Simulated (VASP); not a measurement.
# As in VASP: single point with PBEsol+D3(BJ)

Aim: the single point of As with PBEsol+D3(BJ).

Everything below comes from runs of VASP 6.6.1. Logs are shortened: lines on timing, memory, paths and dates and some standing lists are left out, and cuts for length are marked.

**1. The structure**

The cell holds a slab with vacuum, 6 atoms: a = 6.164 Å, b = 6.164 Å, c = 22.720 Å, α = 90.00°, β = 90.00°, γ = 120.00°.

The cell was built by a generator and needn't be a form met in nature.

**2. Single point, PBEsol+D3(BJ)**

Contents of INCAR:

```
SYSTEM = As
PREC = Accurate ; ENCUT = 520
EDIFF = 1E-6 ; ISMEAR = 0
SIGMA = 0.04 ; LREAL = .False.
LASPH = .True. ; NELM = 100
ALGO = Fast ; ISIF = 2
LWAVE = .False. ; LCHARG = .True.
LDIPOL = .True. ; IDIPOL = 3
DIPOL = 0.5 0.5 0.635 ; GGA = PS
IVDW = 12 ; LELF = .True.
LVHAR = .True. ; LVACPOTAV = .True.
NBANDS = 24
```

Contents of KPOINTS:

```
Automatic mesh
0
Gamma
  6 6 1
  0 0 0
```

Contents of POSCAR:

```
As
1.0
    6.1640629031      0.0000000000      0.0000000000
   -3.0820314516      5.3382350646      0.0000000000
    0.0000000000      0.0000000000     22.7200000000
As
6
Direct
    0.5000000000      0.3333330000      0.6050825828
    0.1608226662      0.6631521309      0.6049468380
    0.8295678915      0.9940414837      0.6049374586
    0.1650697871     -0.0013733065      0.6656587033
    0.8304990186      0.3283491425      0.6659076822
    0.4948225040      0.6635517514      0.6659293925
```

Potentials or basis: VASP PAW PBE potentials, release 64 (As).

Launch:

```
> cat potpaw_PBE.64/As/POTCAR > POTCAR
> mpirun -np 1 vasp_std > vasp.out
```

OUTCAR:

```text
SYSTEM = As
   PREC = Accurate
   ENCUT = 520
   EDIFF = 1E-6
   ISMEAR = 0
   LREAL = .False.
   LASPH = .True.
   NELM = 100
   ISIF = 2
   GGA = PS
   IVDW = 12
 IVDW          = 12

 ion  position               nearest neighbor table
   1  0.500  0.333  0.605-   6 2.47   5 2.47   4 2.48
   2  0.161  0.663  0.605-   5 2.47   4 2.47   6 2.48
   3  0.830  0.994  0.605-   4 2.47   6 2.47   5 2.48
   4  0.165  0.999  0.666-   3 2.47   2 2.47   1 2.48
   5  0.830  0.328  0.666-   2 2.47   1 2.47   3 2.48
   6  0.495  0.664  0.666-   1 2.47   3 2.47   2 2.48

  LATTYP: Found a hexagonal cell.
 ALAT       =     6.1640629031
 C/A-ratio  =     3.6858806208

  Lattice vectors:

 A1 = (   6.1640629031,   0.0000000000,   0.0000000000)
 A2 = (  -3.0820314516,   5.3382350646,   0.0000000000)
 A3 = (   0.0000000000,   0.0000000000,  22.7200000000)

Analysis of symmetry for initial positions (statically):
=====================================================================
 Subroutine PRICEL returns:
 Original cell was already a primitive cell.

 Routine SETGRP: Setting up the symmetry group for a
 hexagonal supercell.

 Subroutine GETGRP returns: Found  1 space group operations
 (whereof  1 operations were pure point group operations)
 out of a pool of 24 trial point group operations.

The static configuration has the point symmetry C_1 .

Analysis of symmetry for dynamics (positions and initial velocities):
=====================================================================
 Subroutine PRICEL returns:
 Original cell was already a primitive cell.

 Routine SETGRP: Setting up the symmetry group for a
 hexagonal supercell.

 Subroutine GETGRP returns: Found  1 space group operations
 (whereof  1 operations were pure point group operations)
 out of a pool of 24 trial point group operations.

The dynamic configuration has the point symmetry C_1 .

 Subroutine INISYM returns: Found  1 space group operations
 (whereof  1 operations are pure point group operations),
 and found     1 'primitive' translations

----------------------------------------------------------------------------------------

                                     Primitive cell

  volume of cell :     747.6065

  direct lattice vectors                    reciprocal lattice vectors
     6.164062903  0.000000000  0.000000000     0.162230661  0.093663916  0.000000000
    -3.082031452  5.338235065  0.000000000     0.000000000  0.187327832  0.000000000
     0.000000000  0.000000000 22.720000000     0.000000000  0.000000000  0.044014085

  length of vectors
     6.164062903  6.164062903 22.720000000     0.187327832  0.187327832  0.044014085

  position of ions in fractional coordinates (direct lattice)
     0.500000000  0.333333000  0.605082583
     0.160822666  0.663152131  0.604946838
     0.829567891  0.994041484  0.604937459
     0.165069787  0.998626694  0.665658703
     0.830499019  0.328349143  0.665907682
     0.494822504  0.663551751  0.665929392

  ion indices of the primitive-cell ions
   primitive index   ion index
                 1           1
                 2           2
                 3           3
                 4           4
                 5           5
                 6           6

----------------------------------------------------------------------------------------

 KPOINTS: Automatic mesh

Automatic generation of k-mesh.
 Grid dimensions read from file:
 generate k-points for:    6    6    1

 Generating k-lattice:

  Cartesian coordinates                     Fractional coordinates (reciprocal lattice)
     0.027038444  0.015610653  0.000000000     0.166666667 -0.000000000  0.000000000
     0.000000000  0.031221305  0.000000000     0.000000000  0.166666667  0.000000000
     0.000000000  0.000000000  0.044014085     0.000000000  0.000000000  1.000000000

  Length of vectors
     0.031221305  0.031221305  0.044014085

  Shift w.r.t. Gamma in fractional coordinates (k-lattice)
     0.000000000  0.000000000  0.000000000

 Subroutine IBZKPT returns following result:
 ===========================================

 Found     20 irreducible k-points:

 Following reciprocal coordinates:
            Coordinates               Weight
  0.000000  0.000000  0.000000      1.000000
  0.166667 -0.000000  0.000000      2.000000
  0.000000  0.166667  0.000000      2.000000
 -0.166667  0.166667  0.000000      2.000000
  0.333333 -0.000000  0.000000      2.000000
  0.000000  0.333333  0.000000      2.000000
[... 12 lines left out ...]
  0.500000 -0.166667  0.000000      2.000000
  0.333333  0.333333  0.000000      2.000000
   k-points           NKPTS =     20   k-points in BZ     NKDIM =     20   number of bands    NBANDS=     24
   number of dos      NEDOS =    301   number of ions     NIONS =      6
   total plane-waves  NPLWV = 414720
   dimension x,y,z NGX =    48 NGY =   48 NGZ =  180
   dimension x,y,z NGXF=    96 NGYF=   96 NGZF=  360
   ions per type =               6
   NGX,Y,Z   is equivalent  to a cutoff of  12.95, 12.95, 13.17 a.u.
   NGXF,Y,Z  is equivalent  to a cutoff of  25.89, 25.89, 26.34 a.u.
 SYSTEM =  As
   PREC   = accura    normal or accurate (medium, high low for compatibility)
   ISTART =      0    job   : 0-new  1-cont  2-samecut
   ICHARG =      2    charge: 1-file 2-atom 10-const
   ISPIN  =      1    spin polarized calculation?
   LNONCOLLINEAR =      F non collinear calculations
   LSORBIT =      F    spin-orbit coupling
   LASPH  =      T    aspherical Exc in radial PAW
   ENCUT  =  520.0 eV  38.22 Ry    6.18 a.u.  11.46 11.46 42.24*2*pi/ulx,y,z
   NELM   =    100;   NELMIN=  2; NELMDL= -5     # of ELM steps
   EDIFF  = 0.1E-05   stopping-criterion for ELM
   LREAL  =      F    real-space projection
   EDIFFG = 0.1E-04   stopping-criterion for IOM
   NSW    =      0    number of steps for IOM
   IBRION =     -1    ionic relax: 0-MD 1-quasi-New 2-CG
   NFREE  =      0    steps in history (QN), initial steepest desc. (CG)
   ISIF   =      2    stress and relaxation
   ISYM   =      2    0-nonsym 1-usesym 2-fastsym
   POTIM  = 0.5000    time-step for ionic-motion
   TEBEG  =    0.0;   TEEND  =   0.0 temperature during run
   PSTRESS=    0.0 pullay stress
   NELECT =      30.0000    total number of electrons
   NUPDOWN=      -1.0000    fix difference up-down
   EMIN   =  10.00;   EMAX   =-10.00  energy-range for DOS
   EFERMI =   0.00;   METHOD = LEGACY
   ISMEAR =     0;   SIGMA  =   0.04  broadening in eV -4-tet -1-fermi 0-gaus
   EFERMI_NEDOS =   21; number of points for ismear=-14 and -15
   IALGO  =     68    algorithm
   IMIX   =      4    mixing-type and parameters
     AMIX     =   0.40;   BMIX     =  1.00
     AMIX_MAG =   1.60;   BMIX_MAG =  1.00
  volume/ion in A,a.u.               =     124.60       840.85
  Fermi-wavevector in a.u.,A,eV,Ry     =   0.560477  1.059147  4.274054  0.314134
  Thomas-Fermi vector in A             =   1.596367
   LORBIT       =      0    0 simple, 1 ext, 2 COOP (PROOUT), +10 PAW based schemes
   GGA     = PS    functional components
   LHFCALC =     F    Hartree Fock is set to
   AEXX    =    0.0000 exact exchange contribution
   IVDW    =    12    specifies the selected vdW correction
   LEPSILON=     F    determine dielectric tensor
   LRPA    =     F    only Hartree local field effects (RPA)
 non-spin polarized calculation
 RMM-DIIS sequential band-by-band and
 Gauss-broadening in eV      SIGMA  =   0.04
  energy-cutoff  :      520.00
  volume of cell :      747.61
 maximum number of plane-waves:     20176
 NGX is ok and might be reduce to    48
   NGX = 23   NGY = 23   NGZ = 85

 dipolmoment           0.000000      0.000000     -0.000001 electrons x Angstroem

 number of electron      30.0000000 magnetization

 dipolmoment           0.000000      0.000000      0.000014 electrons x Angstroem

 Free energy of the ion-electron system (eV)
  ---------------------------------------------------
  ext. energy  EPLUGINS =         0.00000000
  ---------------------------------------------------
  free energy    TOTEN  =       -30.02963937 eV

  energy without entropy =      -30.02963937  energy(sigma->0) =      -30.02963937

 E-fermi :  -3.4867     XC(G=0):  -2.3237

 val. band max:       -3.7058123262   @ k =   0.0000   0.0000   0.0000
 cond. band min:      -2.1855119244   @ k =   0.3333   0.3333   0.0000
 fundamental gap:      1.5203004019
 Fermi energy:        -3.4867288567

 k-point     1 :       0.0000    0.0000    0.0000
  band No.  band energies     occupation
      1     -17.4898      2.00000
      2     -13.7908      2.00000
      3     -13.7886      2.00000
      4     -13.7616      2.00000
      5     -13.7596      2.00000
      6     -10.9377      2.00000
[... 16 lines left out ...]
     23       0.9349      0.00000
     24       0.9478      0.00000

 k-point     2 :       0.1667   -0.0000    0.0000
  band No.  band energies     occupation
      1     -17.3620      2.00000
      2     -14.6362      2.00000
      3     -14.4109      2.00000
      4     -13.2104      2.00000
      5     -12.9372      2.00000
      6     -10.9107      2.00000
[... 16 lines left out ...]
     23       0.6631      0.00000
     24       1.2837      0.00000

 k-point     3 :       0.0000    0.1667    0.0000
  band No.  band energies     occupation
      1     -17.3620      2.00000
      2     -14.6362      2.00000
      3     -14.4109      2.00000
      4     -13.2105      2.00000
      5     -12.9372      2.00000
      6     -10.9107      2.00000
[... 16 lines left out ...]
     23       0.6631      0.00000
     24       1.2796      0.00000
[... 406 lines left out ...]
 k-point    19 :       0.5000   -0.1667    0.0000
  band No.  band energies     occupation
      1     -16.6128      2.00000
      2     -15.9047      2.00000
      3     -15.3057      2.00000
      4     -12.4801      2.00000
      5     -11.7138      2.00000
      6     -11.0864      2.00000
[... 16 lines left out ...]
     23       0.7813      0.00000
     24       0.8653      0.00000

 k-point    20 :       0.3333    0.3333    0.0000
  band No.  band energies     occupation
      1     -16.0368      2.00000
      2     -16.0220      2.00000
      3     -16.0162      2.00000
      4     -11.6523      2.00000
      5     -11.6492      2.00000
      6     -11.6395      2.00000
[... 16 lines left out ...]
     23       0.9401      0.00000
     24       0.9437      0.00000

------------------------ aborting loop because EDIFF is reached ----------------------------------------

 Edisp (eV)   -0.95221

 E8    (eV) :    -0.6363

  FORCE on cell =-STRESS in cart. coord.  units (eV):
  Direction    XX          YY          ZZ          XY          YZ          ZX
  --------------------------------------------------------------------------------------
  -------------------------------------------------------------------------------------
  Total      -1.14825    -1.14858     0.56707    -0.00027    -0.00037    -0.00024
  in kB      -2.46079    -2.46149     1.21528    -0.00058    -0.00080    -0.00051
  external pressure =       -1.24 kB  Pullay stress =        0.00 kB

 VOLUME and BASIS-vectors are now :
 -----------------------------------------------------------------------------
  energy-cutoff  :      520.00
  volume of cell :      747.61
      direct lattice vectors                 reciprocal lattice vectors
     6.164062903  0.000000000  0.000000000     0.162230661  0.093663916  0.000000000
    -3.082031452  5.338235065  0.000000000     0.000000000  0.187327832  0.000000000
     0.000000000  0.000000000 22.720000000     0.000000000  0.000000000  0.044014085

 POSITION                                       TOTAL-FORCE (eV/Angst)
 -----------------------------------------------------------------------------------
      2.05469      1.77941     13.74748        -0.045122     -0.080012     -0.144352
     -1.05253      3.54006     13.74439         0.085877      0.003979     -0.136615
      2.04984      5.30643     13.74418        -0.040605      0.076259     -0.135661
     -2.06030      5.33090     15.12377        -0.004339     -0.018422      0.144151
      4.10727      1.75280     15.12942        -0.013941      0.012508      0.136581
      1.00503      3.54220     15.12992         0.018129      0.005688      0.135896
 -----------------------------------------------------------------------------------
    total drift:                               -0.000063     -0.000102      0.000428

  FREE ENERGIE OF THE ION-ELECTRON SYSTEM (eV)
  ---------------------------------------------------
  free  energy   TOTEN  =       -30.9818472693 eV

  energy  without entropy=      -30.9818472693  energy(sigma->0) =      -30.98184727

 vacuum level on the upper side and lower side of the slab         1.691         1.691
```

Run time: 7.1 min. Hardware: 1 thread of Intel Xeon 6975P-C (Granite Rapids), shared host; peak memory 0.93 GiB.

Results:

```
Free energy                            : -30.9818 eV
Largest force                          : 0.171 eV/Å
Band gap on the k mesh                 : 1.52 eV
Dispersion energy per atom             : -0.159 eV
Ionisation potential of the upper face : 5.40 eV
```

Forces in eV/Å, atoms in the order of the input:
```
As  -0.045 -0.080 -0.144
As   0.086  0.004 -0.137
As  -0.041  0.076 -0.136
As  -0.004 -0.018  0.144
As  -0.014  0.013  0.137
As   0.018  0.006  0.136
```

Caveat: the PAW data sets were made with another functional, which shifts forces and pressure a little.
